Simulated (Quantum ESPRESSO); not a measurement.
# Ge in Quantum ESPRESSO: the effect of functional

Crystal: Ge.

```
Ge
1.0
     3.99759    0.00000    0.00000
    -1.99879    3.46201    0.00000
     0.00000    0.00000    6.59938
Ge
4
Direct
  0.33333 0.66667 0.93710
  0.66667 0.33333 0.43710
  0.33333 0.66667 0.56290
  0.66667 0.33333 0.06290
```

This isn't the form of Ge at room conditions, which is diamond.

Alike in all runs:

| Property | Result |
| --- | --- |
| Program | Quantum ESPRESSO 7.5 |
| Task | dielectric tensor |
| Cutoff | 612 eV |
| Density cutoff | 4898 eV |
| k mesh | 6 × 6 × 2, shifted |
| Occupations | fermi-dirac, width 0.05 eV |
| Spin | no spin polarisation |

| functional | potentials or basis | pressure (GPa) |
| --- | --- | --- |
| LDA | GBRV 1.5 LDA | -2.2 |
| PBEsol | GBRV 1.5 PBEsol | -0.4 |
| WC | GBRV 1.5 PBE | -0.3 |
| BLYP | GBRV 1.5 PBE | ? |
| AM05 | GBRV 1.5 PBE | -0.2 |

Problem. What does the run with functional BLYP give?

Solution. Pressure 6.3 GPa.

Caveats: all runs use coarse meshes; the potentials were made for another functional, which shifts forces and pressure (some runs); the cell is more than 3 GPa from zero pressure, which shifts response properties (some runs).
